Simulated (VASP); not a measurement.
# GaAs (F-43m) in VASP: a series of runs

The runs below take GaAs through single point, with HSE06.

All numbers are computed with VASP 6.6.1; they aren't measurements. Logs are shortened: lines on timing, memory, paths and dates and some standing lists are left out, and cuts for length are marked.

## Step 1: The structure

Symmetry: F-43m, No. 216, cubic system. The conventional cell has a = 5.654 Å, b = 5.654 Å, c = 5.654 Å, α = 90.00°, β = 90.00°, γ = 90.00°. As (site symmetry -43m) is surrounded by 4 Ga at 2.45 Å. Around Ga (site symmetry -43m) lie 4 As at 2.45 Å.

## Step 2: Single point, HSE06, non-collinear spin, zero start, spin-orbit coupling

The input, POSCAR:

```
GaAs
1.0
    0.0000000000      2.8268500000      2.8268500000
    2.8268500000      0.0000000000      2.8268500000
    2.8268500000      2.8268500000      0.0000000000
As Ga
1 1
Direct
    0.7500000000      0.7500000000      0.7500000000
    0.0000000000      0.0000000000      0.0000000000
```

The input, INCAR.step1:

```
SYSTEM = GaAs
  PREC = Accurate
  ENCUT = 520
  EDIFF = 1E-5
  ISMEAR = 0
  SIGMA = 0.02
  LREAL = .FALSE.
  LASPH = .TRUE.
  NELM = 100
  ALGO = Normal
  ISIF = 2
  LWAVE = .TRUE.
  MAGMOM = 0 0 0 0 0 0
  LORBIT = 11
  LSORBIT = .TRUE.
  GGA_COMPAT = .FALSE.
  NBANDS = 30
  GGA = PE
```

The input, INCAR.step2:

```
SYSTEM = GaAs
  PREC = Accurate
  ENCUT = 520
  EDIFF = 1E-6
  ISMEAR = 0
  SIGMA = 0.02
  LREAL = .FALSE.
  LASPH = .TRUE.
  NELM = 100
  ALGO = Normal
  ISIF = 2
  LWAVE = .FALSE.
  LCHARG = .TRUE.
  MAGMOM = 0 0 0 0 0 0
  LORBIT = 11
  LSORBIT = .TRUE.
  GGA_COMPAT = .FALSE.
  GGA = PE
  LHFCALC = .TRUE.
  HFSCREEN = 0.2
  PRECFOCK = Fast
  LVHAR = .TRUE.
  NBANDS = 30
  ISTART = 1
```

The input, KPOINTS:

```
Automatic mesh
0
G
  4 4 4
  0 0 0
```

Potentials or basis: VASP PAW PBE potentials, release 64 (As, Ga_d).

The run is started by

```bash
$ cat potpaw_PBE.64/As/POTCAR potpaw_PBE.64/Ga_d/POTCAR > POTCAR
$ cp INCAR.step1 INCAR
$ mpirun -np 1 vasp_ncl > vasp.out
$ cp INCAR.step2 INCAR
$ mpirun -np 1 vasp_ncl > vasp.out
```

OUTCAR:

```text
SYSTEM = GaAs
   PREC = Accurate
   ENCUT = 520
   EDIFF = 1E-6
   ISMEAR = 0
   LREAL = .FALSE.
   LASPH = .TRUE.
   NELM = 100
   ISIF = 2
   LORBIT = 11
   LSORBIT = .TRUE.
   GGA = PE
   LHFCALC = .TRUE.
   HFSCREEN = 0.2
   PRECFOCK = Fast
   ISTART = 1

 ion  position               nearest neighbor table
   1  0.750  0.750  0.750-   2 2.45   2 2.45   2 2.45   2 2.45
   2  0.000  0.000  0.000-   1 2.45   1 2.45   1 2.45   1 2.45

  LATTYP: Found a face centered cubic cell.
 ALAT       =     5.6537000000

  Lattice vectors:

 A1 = (   0.0000000000,   2.8268500000,   2.8268500000)
 A2 = (   2.8268500000,   0.0000000000,   2.8268500000)
 A3 = (   2.8268500000,   2.8268500000,   0.0000000000)

Analysis of symmetry for initial positions (statically):
=====================================================================
 Subroutine PRICEL returns:
 Original cell was already a primitive cell.

 Routine SETGRP: Setting up the symmetry group for a
 face centered cubic supercell.

 Subroutine GETGRP returns: Found 24 space group operations
 (whereof 24 operations were pure point group operations)
 out of a pool of 48 trial point group operations.

The static configuration has the point symmetry T_d .

Analysis of symmetry for dynamics (positions and initial velocities):
=====================================================================
 Subroutine PRICEL returns:
 Original cell was already a primitive cell.

 Routine SETGRP: Setting up the symmetry group for a
 face centered cubic supercell.

 Subroutine GETGRP returns: Found 24 space group operations
 (whereof 24 operations were pure point group operations)
 out of a pool of 48 trial point group operations.

The dynamic configuration has the point symmetry T_d .

Analysis of structural, dynamic, and magnetic symmetry:
=====================================================================
 Subroutine PRICEL returns:
[... 495 lines left out ...]
  -------------------------------------------------------------------------------------
  Total        0.3568007      0.3568007      0.3568007      0.0000000      0.0000000      0.0000000
  in kB       12.6531298     12.6531298     12.6531298      0.0000000      0.0000000      0.0000000
  external PRESSURE =      12.6531298 kB  Pullay stress =       0.0000000 kB

 VOLUME and BASIS-vectors are now :
 -----------------------------------------------------------------------------
  energy-cutoff  :      520.00
  volume of cell :       45.18
      direct lattice vectors                 reciprocal lattice vectors
     0.000000000  2.826850000  2.826850000    -0.176875321  0.176875321  0.176875321
     2.826850000  0.000000000  2.826850000     0.176875321 -0.176875321  0.176875321
     2.826850000  2.826850000  0.000000000     0.176875321  0.176875321 -0.176875321

 POSITION                                       TOTAL-FORCE (eV/Angst)
 -----------------------------------------------------------------------------------
      4.24027      4.24027      4.24027         0.000000      0.000000      0.000000
      0.00000      0.00000      0.00000        -0.000000     -0.000000     -0.000000
 -----------------------------------------------------------------------------------
    total drift:                               -0.000004      0.000000     -0.000008

  FREE ENERGIE OF THE ION-ELECTRON SYSTEM (eV)
  ---------------------------------------------------
  free  energy   TOTEN  =        -9.7576903691 eV

  energy  without entropy=       -9.7576903691  energy(sigma->0) =       -9.75769037

 Spin-Orbit-Coupling matrix elements

 Ion:    1  E_soc:     -0.0225971
 l=   1
     0.0000000    -0.0037578    -0.0037578
    -0.0037578     0.0000000    -0.0037578
    -0.0037578    -0.0037578     0.0000000
 l=   2
     0.0000000    -0.0000051     0.0000000    -0.0000051    -0.0000033
    -0.0000051     0.0000000    -0.0000025    -0.0000051    -0.0000008
     0.0000000    -0.0000025     0.0000000    -0.0000025     0.0000000
    -0.0000051    -0.0000051    -0.0000025     0.0000000    -0.0000008
    -0.0000033    -0.0000008     0.0000000    -0.0000008     0.0000000
 l=   3
     0.0000000     0.0000000     0.0000000     0.0000000     0.0000000     0.0000000     0.0000000
     0.0000000     0.0000000     0.0000000     0.0000000     0.0000000     0.0000000     0.0000000
     0.0000000     0.0000000     0.0000000     0.0000000     0.0000000     0.0000000     0.0000000
     0.0000000     0.0000000     0.0000000     0.0000000     0.0000000     0.0000000     0.0000000
     0.0000000     0.0000000     0.0000000     0.0000000     0.0000000     0.0000000     0.0000000
     0.0000000     0.0000000     0.0000000     0.0000000     0.0000000     0.0000000     0.0000000
     0.0000000     0.0000000     0.0000000     0.0000000     0.0000000     0.0000000     0.0000000

 Ion:    2  E_soc:     -0.0106033
 l=   1
     0.0000000    -0.0010173    -0.0010173
    -0.0010173     0.0000000    -0.0010173
    -0.0010173    -0.0010173     0.0000000
 l=   2
     0.0000000    -0.0001516     0.0000000    -0.0001516    -0.0005983
    -0.0001516     0.0000000    -0.0004487    -0.0001516    -0.0001496
     0.0000000    -0.0004487     0.0000000    -0.0004487     0.0000000
    -0.0001516    -0.0001516    -0.0004487     0.0000000    -0.0001496
    -0.0005983    -0.0001496     0.0000000    -0.0001496     0.0000000
 l=   3
     0.0000000     0.0000000     0.0000000     0.0000000     0.0000000     0.0000000     0.0000000
     0.0000000     0.0000000     0.0000000     0.0000000     0.0000000     0.0000000     0.0000000
     0.0000000     0.0000000     0.0000000     0.0000000     0.0000000     0.0000000     0.0000000
     0.0000000     0.0000000     0.0000000     0.0000000     0.0000000     0.0000000     0.0000000
     0.0000000     0.0000000     0.0000000     0.0000000     0.0000000     0.0000000     0.0000000
     0.0000000     0.0000000     0.0000000     0.0000000     0.0000000     0.0000000     0.0000000
     0.0000000     0.0000000     0.0000000     0.0000000     0.0000000     0.0000000     0.0000000

 total charge

# of ion       s       p       d       tot
------------------------------------------
    1        1.206   1.672   0.031   2.908
    2        0.825   0.810  10.012  11.647
--------------------------------------------------
tot          2.031   2.481  10.043  14.556

 magnetization (x)

# of ion       s       p       d       tot
------------------------------------------
    1        0.000   0.000   0.000   0.000
    2        0.000   0.000  -0.000   0.000
--------------------------------------------------
tot          0.000   0.000  -0.000   0.000

 magnetization (y)

# of ion       s       p       d       tot
------------------------------------------
    1        0.000   0.000   0.000   0.000
    2       -0.000   0.000  -0.000  -0.000
--------------------------------------------------
tot         -0.000   0.000  -0.000  -0.000

 magnetization (z)

# of ion       s       p       d       tot
------------------------------------------
    1        0.000   0.000  -0.000   0.000
    2       -0.000   0.000  -0.000   0.000
--------------------------------------------------
tot         -0.000   0.000  -0.000   0.000
```

OSZICAR.step1:

```text
N       E                     dE             d eps       ncg     rms          rms(c)
DAV:   1     0.132029336742E+03    0.13203E+03   -0.83326E+03   664   0.171E+03
DAV:   2     0.867184671260E+01   -0.12336E+03   -0.11620E+03   636   0.443E+02
DAV:   3    -0.773641075767E+01   -0.16408E+02   -0.16212E+02   706   0.114E+02
DAV:   4    -0.826735744135E+01   -0.53095E+00   -0.52970E+00   702   0.221E+01
DAV:   5    -0.827654198717E+01   -0.91845E-02   -0.91836E-02   678   0.289E+00    0.298E+00
DAV:   6    -0.810953102257E+01    0.16701E+00   -0.20028E-01   880   0.892E+00    0.172E+00
DAV:   7    -0.808845863758E+01    0.21072E-01   -0.11615E-01   692   0.243E+00    0.618E-01
DAV:   8    -0.809030121794E+01   -0.18426E-02   -0.19003E-02   720   0.213E+00    0.144E-01
DAV:   9    -0.809063121803E+01   -0.33000E-03   -0.26187E-03   746   0.106E+00    0.729E-02
DAV:  10    -0.809070294452E+01   -0.71726E-04   -0.35005E-04   692   0.174E-01    0.322E-02
DAV:  11    -0.809076784323E+01   -0.64899E-04   -0.63703E-05   708   0.970E-02    0.146E-02
DAV:  12    -0.809078687482E+01   -0.19032E-04   -0.35705E-05   598   0.424E-02    0.570E-03
DAV:  13    -0.809078694889E+01   -0.74075E-07   -0.77836E-07   456   0.874E-03
   1 F= -.80907869E+01 E0= -.80907869E+01  d E =-.413243E-22  mag=    -0.0000    -0.0000     0.0000
```

Wall time 13 min (1 thread of Intel Xeon 6975P-C (Granite Rapids), shared host); peak memory 0.39 GiB.

Results:

```yaml
Free_energy: -9.7577 eV
Pressure: 1.3 GPa
Net_moment: 0.00 μB per cell
Valence_electrons_inside_the_program's_atomic_spheres: As 2.91; Ga 11.65
```

Moments on the atoms (μB; x, y, z):
```
As  0.00 0.00 0.00
Ga  0.00 0.00 0.00
```

Caveat: the k mesh is coarse (spacing up to 0.48 Å⁻¹), so the values aren't converged, least of all with exact exchange; the PAW data sets were made with another functional, which shifts forces and pressure a little.

## Step 3: Single point, HSE06

POSCAR is that of step 2.

INCAR.step1: that of step 2 with these lines changed.

```diff
@@ -12,7 +12,3 @@
   LWAVE = .TRUE.
-  MAGMOM = 0 0 0 0 0 0
-  LORBIT = 11
-  LSORBIT = .TRUE.
-  GGA_COMPAT = .FALSE.
-  NBANDS = 30
+  NBANDS = 16
   GGA = PE
```

INCAR.step2: that of step 2 with these lines changed.

```diff
@@ -13,6 +13,2 @@
   LCHARG = .TRUE.
-  MAGMOM = 0 0 0 0 0 0
-  LORBIT = 11
-  LSORBIT = .TRUE.
-  GGA_COMPAT = .FALSE.
   GGA = PE
@@ -21,4 +17,5 @@
   PRECFOCK = Fast
+  LELF = .TRUE.
   LVHAR = .TRUE.
-  NBANDS = 30
+  NBANDS = 16
   ISTART = 1
```

KPOINTS is that of step 2.

Potentials or basis: VASP PAW PBE potentials, release 64 (As, Ga_d).

The run is started by

```bash
$ cat potpaw_PBE.64/As/POTCAR potpaw_PBE.64/Ga_d/POTCAR > POTCAR
$ cp INCAR.step1 INCAR
$ mpirun -np 1 vasp_std > vasp.out
$ cp INCAR.step2 INCAR
$ mpirun -np 1 vasp_std > vasp.out
```

It took 2.1 min on 1 thread of Intel Xeon 6975P-C (Granite Rapids), shared host; peak memory 0.27 GiB.

The run converged. Its results:

* Free energy: -9.7412 eV
* Pressure: 1.3 GPa
* Band gap on the k mesh: 1.49 eV, direct

Levels at points of the mesh, in eV from the valence-band top:
```tsv
k point	band 7	band 8	band 9	band 10	band 11	band 12
(0.00, 0.00, 0.00)	0.00	0.00	0.00	1.49	4.57	4.57
(0.50, 0.00, 0.00)	-7.19	-1.23	-1.23	1.82	5.49	5.49
(0.50, 0.50, 0.00)	-7.37	-2.90	-2.90	2.11	2.38	11.55
```

Caveat: the k mesh is coarse (spacing up to 0.48 Å⁻¹), so the values aren't converged, least of all with exact exchange; the PAW data sets were made with another functional, which shifts forces and pressure a little.
